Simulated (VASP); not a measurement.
# TiO2 (P1) in VASP: notebook

One crystal, TiO2, is run at these levels: RPBE, LDA; tasks: relaxation of cell and atoms.

Everything below comes from runs of VASP 6.6.1. Logs are shortened: lines on timing, memory, paths and dates and some standing lists are left out, and cuts for length are marked.

## Step 1: Starting point

The typed cell holds 9 atoms: a = 2.968 Å, b = 4.708 Å, c = 7.241 Å, α = 88.08°, β = 78.18°, γ = 90.00°.

The cell comes from a database or a generator and needn't be the stable form of this composition.

## Step 2: Relaxation of cell and atoms, RPBE

Contents of INCAR:

```
SYSTEM = TiO2
  ALGO = Fast
  EDIFF = 1E-6
  EDIFFG = -0.02
  ENCUT = 600
  GGA = RP
  IBRION = 2
  ISIF = 3
  ISMEAR = -1
  LASPH = .True.
  LCHARG = .False.
  LREAL = .False.
  LWAVE = .False.
  NELM = 100
  NSW = 40
  PREC = Accurate
  SIGMA = 0.05
```

Contents of KPOINTS:

```
k-points
0
Gamma
  7 5 3
  0 0 0
```

Contents of POSCAR:

```
TiO2
1.0
    2.9682645463      0.0000000000      0.0000000000
    0.0002080834      4.7076067549      0.0000000000
    1.4835696211      0.2423534620      7.0834647979
Ti O
3 6
Direct
    0.0033718700      0.0003888100      0.0007031900
    0.3446402100      0.4802596500      0.3169598700
    0.6617081400      0.5204743600      0.6844963600
    0.4400381600      0.1854376900      0.1285388000
    0.7779263400      0.2977287500      0.4518780700
    0.1012362400      0.3089534200      0.8062432200
    0.9064972100      0.6918369900      0.1951715700
    0.2294071500      0.7030072800      0.5495147300
    0.5680256700      0.8153000600      0.8728271800
```

Potentials or basis: VASP PAW PBE potentials, release 64 (Ti_sv, O).

On the command line:

```
cat potpaw_PBE.64/Ti_sv/POTCAR potpaw_PBE.64/O/POTCAR > POTCAR
mpirun -np 1 vasp_std > vasp.out
```

OUTCAR:

```text
SYSTEM = TiO2
   EDIFF = 1E-6
   EDIFFG = -0.02
   ENCUT = 600
   GGA = RP
   IBRION = 2
   ISIF = 3
   ISMEAR = -1
   LASPH = .True.
   LREAL = .False.
   NELM = 100
   NSW = 40
   PREC = Accurate

 ion  position               nearest neighbor table
   1  0.003  0.000  0.001-   9 1.96   4 1.96   4 1.96   9 1.96   7 1.97   6 1.97
   2  0.345  0.480  0.317-   5 1.95   5 1.95   4 1.96   7 1.97   7 1.97   8 1.98
   3  0.662  0.520  0.684-   8 1.95   8 1.95   9 1.96   6 1.97   6 1.97   5 1.98
   4  0.440  0.185  0.129-   1 1.96   2 1.96   1 1.96
   5  0.778  0.298  0.452-   2 1.95   2 1.95   3 1.98
   6  0.101  0.309  0.806-   1 1.97   3 1.97   3 1.97
   7  0.906  0.692  0.195-   2 1.97   1 1.97   2 1.97
   8  0.229  0.703  0.550-   3 1.95   3 1.95   2 1.98
   9  0.568  0.815  0.873-   1 1.96   3 1.96   1 1.96

  LATTYP: Found a triclinic cell.
 ALAT       =     7.2412145089
 B/A-ratio  =     0.4099125282
 C/A-ratio  =     0.6501128718
 COS(alpha) =     0.0000442015
 COS(beta)  =     0.0334776766
 COS(gamma) =     0.2048785627

  Lattice vectors:

 A1 = (   1.4835696211,   0.2423534620,   7.0834647979)
 A2 = (   2.9682645463,   0.0000000000,   0.0000000000)
 A3 = (   0.0002080834,   4.7076067549,   0.0000000000)

Analysis of symmetry for initial positions (statically):
=====================================================================
 Subroutine PRICEL returns:
 Original cell was already a primitive cell.

 Routine SETGRP: Setting up the symmetry group for a
 triclinic supercell.

 Subroutine GETGRP returns: Found  1 space group operations
 (whereof  1 operations were pure point group operations)
 out of a pool of  2 trial point group operations.

The static configuration has the point symmetry C_1 .

Analysis of symmetry for dynamics (positions and initial velocities):
=====================================================================
 Subroutine PRICEL returns:
 Original cell was already a primitive cell.

 Routine SETGRP: Setting up the symmetry group for a
 triclinic supercell.

 Subroutine GETGRP returns: Found  1 space group operations
 (whereof  1 operations were pure point group operations)
 out of a pool of  2 trial point group operations.

The dynamic configuration has the point symmetry C_1 .

[... 125 lines left out ...]
   EMIN   =  10.00;   EMAX   =-10.00  energy-range for DOS
   EFERMI =   0.00;   METHOD = LEGACY
   ISMEAR =    -1;   SIGMA  =   0.05  broadening in eV -4-tet -1-fermi 0-gaus
   EFERMI_NEDOS =   21; number of points for ismear=-14 and -15
   IALGO  =     68    algorithm
   IMIX   =      4    mixing-type and parameters
     AMIX     =   0.40;   BMIX     =  1.00
     AMIX_MAG =   1.60;   BMIX_MAG =  1.00
  volume/ion in A,a.u.               =      11.00        74.22
  Fermi-wavevector in a.u.,A,eV,Ry     =   1.472322  2.782285 29.493788  2.167732
  Thomas-Fermi vector in A             =   2.587351
   LORBIT       =      0    0 simple, 1 ext, 2 COOP (PROOUT), +10 PAW based schemes
   GGA     = RP    functional components
   LHFCALC =     F    Hartree Fock is set to
   AEXX    =    0.0000 exact exchange contribution
   IVDW    =     0    specifies the selected vdW correction
   LEPSILON=     F    determine dielectric tensor
   LRPA    =     F    only Hartree local field effects (RPA)
 conjugate gradient relaxation of ions
 non-spin polarized calculation
 RMM-DIIS sequential band-by-band and
  energy-cutoff  :      600.00
  volume of cell :       98.98
 maximum number of plane-waves:      3329
   NGX = 11   NGY = 19   NGZ = 29

--------------------------------------- Ionic step        1  -------------------------------------------

 number of electron      71.9999996 magnetization

 Free energy of the ion-electron system (eV)
  ---------------------------------------------------
  ext. energy  EPLUGINS =         0.00000000
  ---------------------------------------------------
  free energy    TOTEN  =       -76.60466011 eV

  energy without entropy =      -76.60466011  energy(sigma->0) =      -76.60466011

------------------------ aborting loop because EDIFF is reached ----------------------------------------

  FORCE on cell =-STRESS in cart. coord.  units (eV):
  Direction    XX          YY          ZZ          XY          YZ          ZX
  --------------------------------------------------------------------------------------
  -------------------------------------------------------------------------------------
  Total        5.5228182      5.3950374      5.3853961     -0.0106961     -0.0393808      0.0053206
  in kB       89.3969721     87.3286050     87.1725425     -0.1731358     -0.6374507      0.0861235
  external PRESSURE =      87.9660399 kB  Pullay stress =       0.0000000 kB
[... 110 lines left out ...]
  FREE ENERGIE OF THE ION-ELECTRON SYSTEM (eV)
  ---------------------------------------------------
  free  energy   TOTEN  =       -76.7094580764 eV

  energy  without entropy=      -76.7094580764  energy(sigma->0) =      -76.70945808

[... ionic steps 4 to 14 ...]

--------------------------------------- Ionic step       15  -------------------------------------------

 number of electron      72.0000003 magnetization

------------------------ aborting loop because EDIFF is reached ----------------------------------------
[... 81 lines left out ...]
--------------------------------------- Ionic step       17  -------------------------------------------

 number of electron      72.0000003 magnetization

 Free energy of the ion-electron system (eV)
  ---------------------------------------------------
  ext. energy  EPLUGINS =         0.00000000
  ---------------------------------------------------
  free energy    TOTEN  =       -76.72744882 eV

  energy without entropy =      -76.72744882  energy(sigma->0) =      -76.72744882

 E-fermi :   4.6406     XC(G=0): -10.4187

 val. band max:        3.5038739805   @ k =   0.0000   0.0000   0.3333
 cond. band min:       5.7304611777   @ k =   0.0000   0.0000   0.0000
 fundamental gap:      2.2265871972
 Fermi energy:         4.6405552713

 k-point     1 :       0.0000    0.0000    0.0000
  band No.  band energies     occupation
      1     -53.4586      2.00000
      2     -53.3185      2.00000
      3     -53.2903      2.00000
      4     -29.6359      2.00000
      5     -29.6142      2.00000
      6     -29.5606      2.00000
[... 1093 lines left out ...]
     42       6.9098      0.00000
     43       6.9950      0.00000

 [... further k-points ...]
[... 5 lines left out ...]
  --------------------------------------------------------------------------------------
  -------------------------------------------------------------------------------------
  Total        0.0535291      0.0348592      0.0740031     -0.0002798     -0.0159761     -0.0002552
  in kB        0.8245493      0.5369631      1.1399255     -0.0043100     -0.2460924     -0.0039308
  external PRESSURE =       0.8338126 kB  Pullay stress =       0.0000000 kB
[... 24 lines left out ...]
  FREE ENERGIE OF THE ION-ELECTRON SYSTEM (eV)
  ---------------------------------------------------
  free  energy   TOTEN  =       -76.7274488198 eV

  energy  without entropy=      -76.7274488197  energy(sigma->0) =      -76.72744882

 reached required accuracy - stopping structural energy minimisation
```

OSZICAR:

```text
N       E                     dE             d eps       ncg     rms          rms(c)
DAV:   1     0.116762672360E+04    0.11676E+04   -0.39956E+04  4558   0.217E+03
DAV:   2     0.138234050538E+03   -0.10294E+04   -0.10005E+04  4617   0.634E+02
DAV:   3    -0.881354685264E+02   -0.22637E+03   -0.22071E+03  6622   0.247E+02
[... 231 lines left out ...]
DAV:   1    -0.767273925788E+02    0.38897E-04   -0.85579E-03  5321   0.100E+00    0.472E-02
RMM:   2    -0.767274406621E+02   -0.48083E-04   -0.86541E-04  5672   0.201E-01    0.266E-02
RMM:   3    -0.767274456360E+02   -0.49739E-05   -0.18757E-04  6441   0.885E-02    0.102E-02
RMM:   4    -0.767274484195E+02   -0.27835E-05   -0.52906E-05  7287   0.407E-02    0.509E-03
RMM:   5    -0.767274489478E+02   -0.52826E-06   -0.14459E-05  6415   0.191E-02    0.284E-03
RMM:   6    -0.767274488198E+02    0.12800E-06   -0.27046E-06  4201   0.109E-02
  17 F= -.76727449E+02 E0= -.76727449E+02  d E =-.780539E-04
```

Run time: 69 min. Hardware: 1 thread of Intel Xeon Platinum 8259CL at 2.50GHz (Skylake/Cascade Lake), shared host; peak memory 0.38 GiB.

Results:

```yaml
Free_energy: -76.7274 eV
Relaxed_volume: 11.56 Å³/atom
Relaxed_cell: a = 2.997 Å, b = 4.844 Å, c = 7.322 Å, α = 88.49°, β = 78.19°, γ = 89.99°
Space_group_after_relaxing_to_0.05_Å: C2/m (No. 12)
Energy_gained_by_relaxing: 13.6 meV/atom
Ionic_steps: 17
Pressure_after_relaxing: 0.1 GPa
Largest_force_after_relaxing: 0.013 eV/Å
Band_gap_on_the_k_mesh: 2.23 eV, indirect (least direct gap 2.26 eV)
```

Forces in eV/Å, atoms in the order of the input:
```
Ti  -0.006  0.000 -0.001
Ti  -0.001  0.011 -0.005
Ti   0.001 -0.012  0.005
O    0.002  0.009  0.005
O    0.000 -0.013 -0.001
O    0.001  0.005 -0.012
O    0.000 -0.005  0.013
O    0.001  0.013  0.001
O    0.002 -0.009 -0.004
```

The path:
| step | energy change (eV) | largest force (eV/Å) | pressure (GPa) | volume (Å³) |
| --- | --- | --- | --- | --- |
| 1 | 0.0000 | 0.3718 | 8.80 | 98.98 |
| 2 | 0.0520 | 1.0326 | -8.76 | 107.88 |
| 3 | -0.1048 | 0.3048 | 0.16 | 102.85 |
| 4 | -0.1151 | 0.1491 | 0.02 | 103.35 |
| 5 | -0.1159 | 0.2602 | -0.01 | 103.54 |
| 6 | -0.1188 | 0.1397 | 0.08 | 103.77 |
| 7 | -0.1190 | 0.0917 | 0.05 | 103.72 |
| 8 | -0.1204 | 0.0465 | -0.02 | 103.83 |
| 9 | -0.1211 | 0.0771 | -0.10 | 103.94 |
| 10 | -0.1221 | 0.0340 | 0.11 | 103.90 |
| 11 | -0.1222 | 0.0492 | 0.19 | 103.88 |
| 12 | -0.1223 | 0.0531 | -0.21 | 104.10 |
| 13 | -0.1224 | 0.0333 | -0.08 | 104.02 |
| 14 | -0.1227 | 0.0254 | -0.06 | 104.04 |
| 15 | -0.1227 | 0.0299 | -0.05 | 104.05 |
| 16 | -0.1228 | 0.0264 | 0.13 | 103.99 |
| 17 | -0.1228 | 0.0135 | 0.08 | 104.01 |

Final structure:
```
Ti O
1.0
     2.99697    0.00010    0.00005
     0.00038    4.84386   -0.01911
     1.49805    0.22084    7.16405
Ti O
3 6
Cartesian
  0.0092 0.0020 0.0051
  1.5077 2.4142 2.2569
  3.0089 2.6546 4.8982
  1.5117 0.9169 0.9209
  3.0097 1.5715 3.2186
  1.5109 1.6726 5.7705
  3.0104 3.3961 1.3845
  1.5108 3.4973 3.9364
  3.0102 4.1518 6.2342
```

Caveat: the PAW data sets were made with another functional, which shifts forces and pressure a little; an odd mesh through Γ misses points on the zone boundary, where band edges often lie.

## Step 3: Relaxation of cell and atoms, LDA

Contents of INCAR:

```
SYSTEM = TiO2
PREC = Accurate ; ENCUT = 600
EDIFF = 1E-7 ; ISMEAR = -1
SIGMA = 0.05 ; LREAL = .False.
LASPH = .True. ; NELM = 80
ALGO = Normal ; ISIF = 3
LWAVE = .False. ; LCHARG = .False.
GGA = CA ; IBRION = 2
NSW = 60 ; EDIFFG = -0.01
PSTRESS = 0
```

Contents of KPOINTS:

```
regular mesh
0
Gamma
  7 5 3
  0 0 0
```

POSCAR is that of step 2.

Potentials or basis: VASP PAW LDA potentials, release 64 (Ti_sv, O).

On the command line:

```
cat potpaw_LDA.64/Ti_sv/POTCAR potpaw_LDA.64/O/POTCAR > POTCAR
mpirun -np 1 vasp_std > vasp.out
```

It took 63 min on 1 thread of Intel Xeon Platinum 8488C (Sapphire Rapids), shared host; peak memory 0.37 GiB.

The run converged. Its results:

```
Free energy                            : -87.8455 eV
Relaxed volume                         : 10.60 Å³/atom
Relaxed cell                           : a = 2.930 Å, b = 4.633 Å, c = 7.179 Å, α = 88.74°, β = 78.23°, γ = 90.00°
Space group after relaxing (to 0.05 Å) : C2/m (No. 12)
Energy gained by relaxing              : 9.7 meV/atom
Ionic steps                            : 43
Pressure after relaxing                : 0.0 GPa
Largest force after relaxing           : 0.007 eV/Å
Band gap on the k mesh                 : 2.30 eV, indirect (least direct gap 2.31 eV)
```

Forces in eV/Å, atoms in the order of the input:
```
Ti   0.002  0.002  0.003
Ti   0.005  0.001 -0.001
Ti   0.002 -0.004 -0.002
O   -0.002  0.004 -0.004
O    0.000 -0.001  0.006
O   -0.002  0.000  0.001
O   -0.001  0.002 -0.003
O   -0.001  0.003 -0.003
O   -0.002 -0.006  0.002
```

The path:
| step | energy change (eV) | largest force (eV/Å) | pressure (GPa) | volume (Å³) |
| --- | --- | --- | --- | --- |
| 1 | 0.0000 | 0.4179 | -7.83 | 98.98 |
| 3 | -0.0821 | 0.2002 | -0.37 | 96.00 |
| 5 | -0.0855 | 0.1500 | 0.02 | 95.61 |
| 7 | -0.0862 | 0.0924 | -0.09 | 95.52 |
| 9 | -0.0867 | 0.0232 | -0.01 | 95.50 |
| 11 | -0.0869 | 0.0127 | -0.05 | 95.45 |
| 13 | -0.0870 | 0.0269 | 0.08 | 95.38 |
| 15 | -0.0870 | 0.0122 | 0.01 | 95.41 |
| 17 | -0.0870 | 0.0199 | -0.04 | 95.42 |
| 19 | -0.0871 | 0.0123 | 0.01 | 95.39 |
| 21 | -0.0871 | 0.0252 | 0.08 | 95.35 |
| 23 | -0.0872 | 0.0300 | -0.06 | 95.37 |
| 25 | -0.0872 | 0.0182 | -0.01 | 95.36 |
| 27 | -0.0873 | 0.0156 | 0.02 | 95.35 |
| 29 | -0.0873 | 0.0202 | -0.01 | 95.35 |
| 31 | -0.0874 | 0.0319 | 0.01 | 95.35 |
| 33 | -0.0875 | 0.0189 | 0.01 | 95.36 |
| 35 | -0.0875 | 0.0501 | -0.03 | 95.38 |
| 37 | -0.0876 | 0.0176 | 0.00 | 95.37 |
| 39 | -0.0877 | 0.0301 | 0.08 | 95.37 |
| 41 | -0.0877 | 0.0129 | -0.01 | 95.40 |
| 43 | -0.0877 | 0.0067 | -0.02 | 95.40 |

Final structure:
```
Ti O
1.0
     2.93030   -0.00011    0.00009
     0.00003    4.63322   -0.02669
     1.46480    0.19823    7.02546
Ti O
3 6
Direct
  0.00344 0.00036 0.00070
  0.34462 0.48627 0.31790
  0.66221 0.51449 0.68353
  0.44089 0.19119 0.12660
  0.77943 0.29665 0.44915
  0.10264 0.30186 0.80305
  0.90489 0.69889 0.19837
  0.22796 0.70409 0.55224
  0.56677 0.80959 0.87480
```

Levels at points of the mesh, in eV from the valence-band top:
| k point | band 32 | band 33 | band 34 | band 35 | band 36 | band 37 | band 38 | band 39 | band 40 | band 41 |
| --- | --- | --- | --- | --- | --- | --- | --- | --- | --- | --- |
| (0.00, 0.00, 0.00) | -0.95 | -0.39 | -0.33 | -0.24 | -0.01 | 2.30 | 2.73 | 2.85 | 2.98 | 3.24 |

Caveat: an odd mesh through Γ misses points on the zone boundary, where band edges often lie. A hybrid or GW would open this gap; LDA tends to underestimate it.

## Step 4: The reference run

An earlier run on the cell as given: functional PBE; potentials or basis VASP PAW PBE potentials, release 64 (Ti_sv, O); cutoff 520 eV; k mesh 9 × 6 × 4; occupations fermi-dirac, width 0.05 eV; no spin polarisation.

* Pressure: 4.4 GPa
* Largest force: 0.183 eV/Å
* Band gap on the k mesh: 2.24 eV, indirect (least direct gap 2.30 eV)

## Step 5: The runs side by side

```csv
task,level,potentials or basis,cell,k mesh,cutoff (eV),gap on the mesh (eV),pressure (GPa),relaxed volume (Å³/atom),largest force (eV/Å)
relaxation of cell and atoms,RPBE,"VASP PAW PBE potentials, release 64 (Ti_sv, O)",relaxed,7 × 5 × 3,600,2.23,0.1,11.56,0.01
relaxation of cell and atoms,LDA,"VASP PAW LDA potentials, release 64 (Ti_sv, O)",relaxed,7 × 5 × 3,600,2.30,0.0,10.60,0.01
single point,PBE,"VASP PAW PBE potentials, release 64 (Ti_sv, O)",as given,9 × 6 × 4,520,2.24,4.4,-,0.18
```

Alike in all rows: no spin polarisation; smearing fermi-dirac 0.05 eV.

Caveats: an odd mesh through Γ misses points on the zone boundary, where band edges often lie; the PAW data sets were made with another functional, which shifts forces and pressure a little (some runs).

Absolute energies hang on the potentials; compare differences alone.
